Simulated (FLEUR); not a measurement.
CoO: relaxation of the atoms with LDA

The system is CoO.

```
CELL_PARAMETERS angstrom
1.62172 0.93630 2.62833
-1.62172 0.93630 2.62833
0.00000 -1.87260 2.62833
ATOMIC_POSITIONS crystal
Co 0.00000 0.00000 0.00000
O 0.50000 0.50000 0.50000
```

The cell is a database's computed one.

The cell isn't the ideal one: volume scaled by 1.25.

```json
{"Program": "FLEUR MaX-R8.1 (later development tree)", "Task": "relaxation of the atoms", "Functional": "LDA", "Potentials or basis": "all-electron", "Basis": "FLAPW", "Kmax": "4.02 1/bohr", "k mesh": "6 × 6 × 6", "Occupations": "fermi-dirac, width 0.05 eV", "Spin": "collinear spin, ferromagnetic start", "Starting moments": "[2.0, 0.0] μB", "inpgen profile": "fastHighL", "Gmax": "12.5 1/bohr", "Muffin-tin radii": "Co 2.27, O 1.74 bohr", "lmax": "Co 9, O 8", "Local orbitals a species": "Co 5, O 3", "Max iterations": "60", "Mixing factor": "0.05", "Mixer": "Anderson", "Mixer history": "15", "Density convergence": "1e-05 me/bohr^3"}
```

- Band gap on the k mesh: none (metal or under the smearing width)
- Net moment: 3.01 μB per cell
- Site moments: Co +2.62; O +0.35 μB
- Valence electrons inside the program's atomic spheres: Co 15.41; O 5.36 (radii Co 2.27, O 1.74 bohr)

Final structure:
```
Co O
1.0
     1.62172    0.93630    2.62833
    -1.62172    0.93630    2.62833
     0.00000   -1.87260    2.62833
Co O
1 1
Cartesian
  0.0000 0.0000 0.0000
  0.0000 0.0000 3.9425
```

Levels at points of the mesh, in eV from the Fermi level:
Spin up:
| k point | band 11 | band 12 | band 13 | band 14 | band 15 | band 16 |
| --- | --- | --- | --- | --- | --- | --- |
| (0.00, 0.00, 0.00) | -2.59 | -2.59 | -2.55 | -0.13 | 15.78 | 16.19 |
| (0.00, 0.00, 0.50) | -1.96 | -0.33 | -0.32 | 4.36 | 7.15 | 11.69 |
| (0.00, 0.50, 0.50) | -2.54 | -2.19 | -2.19 | 4.25 | 8.23 | 10.57 |
| (0.50, 0.50, 0.50) | -1.94 | -0.32 | -0.32 | 4.32 | 7.24 | 11.61 |
Spin down:
```tsv
k point	band 6	band 7	band 8	band 9	band 10	band 11	band 12	band 13	band 14	band 15
(0.00, 0.00, 0.00)	-1.97	-1.97	-1.93	-0.74	-0.74	-0.72	-0.17	-0.17	0.42	15.84
(0.00, 0.00, 0.50)	-6.05	-3.61	-3.57	-0.08	-0.06	0.15	1.84	1.85	4.73	7.95
(0.00, 0.50, 0.50)	-5.01	-2.98	-2.93	-1.50	0.13	0.13	0.15	0.32	5.01	8.77
(0.50, 0.50, 0.50)	-6.02	-3.62	-3.62	-0.06	-0.06	0.17	1.86	1.86	4.69	8.04
```

Core levels (eV from the Fermi level):
```tsv
atom	levels
1 Co	1s1/2 -7567.9, 2s1/2 -890.0, 2p1/2 -772.2, 2p3/2 -757.4
2 O	1s1/2 -502.5
```

Wall time 81 s on 1 thread of Arm Neoverse V2, with other jobs on the host, peak memory 0.15 GiB.

Caveat: the k mesh is coarse (spacing up to 0.40 Å⁻¹), so the values aren't converged; the relaxation stopped at its first step, so nothing moved; a cell with one magnetic atom can't hold antiferromagnetic order, which such compounds often take; semilocal functionals often make such compounds metallic where correlation or magnetic order opens a gap, which also shifts bond lengths.
